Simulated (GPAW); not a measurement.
## Co and the effect of the starting magnetic order

```
Co
1.0
     0.00000    3.21737    3.21737
     3.21737    0.00000    3.21737
     3.21737    3.21737    0.00000
Co
6
Cartesian
  0.8043 0.8043 0.8043
  0.8043 2.4130 2.4130
  2.4130 0.8043 2.4130
  2.4130 2.4130 0.8043
  3.2174 3.2174 3.2174
  4.8261 4.8261 4.8261
```

This isn't the form of Co at room conditions, which is hcp.

Kept alike: task single point; functional PBEsol; k mesh 7 × 7 × 7; occupations fermi-dirac, width 0.05 eV. Program: GPAW, PAW data sets generated for this functional, cutoff 600 eV. The mesh is that of the run's cell of 6 atoms. No spin-orbit coupling.

| starting magnetic order | largest site moment (μB) | moment of the cell (μB) | free energy over the lowest row (meV/atom) |
| --- | --- | --- | --- |
| fm | 1.77 | 9.87 | 0.00 |
| fm larger moments | 1.77 | 9.87 | 0.00 |
| nm | 0.00 | 0.00 | 294.83 |

For a metal such a mesh leaves the last digits unconverged. Moments of the cell are magnitudes, and a label names the start alone. The runs hold the magnetic state that their start led to, which needn't be the lowest. The row without spin has no moments by construction. Site moments count inside each atom's sphere or projector.

Problem. What does the starting magnetic order change here?

Solution. The largest site moment runs from 0.00 (nm) to 1.77 μB (fm; fm larger moments). The moment of the cell runs from 0.00 (nm) to 9.87 μB (fm; fm larger moments). The free energy is lowest at fm; fm larger moments, and 294.83 meV an atom higher at nm. Starts that end at one energy have found one state: fm; fm larger moments.
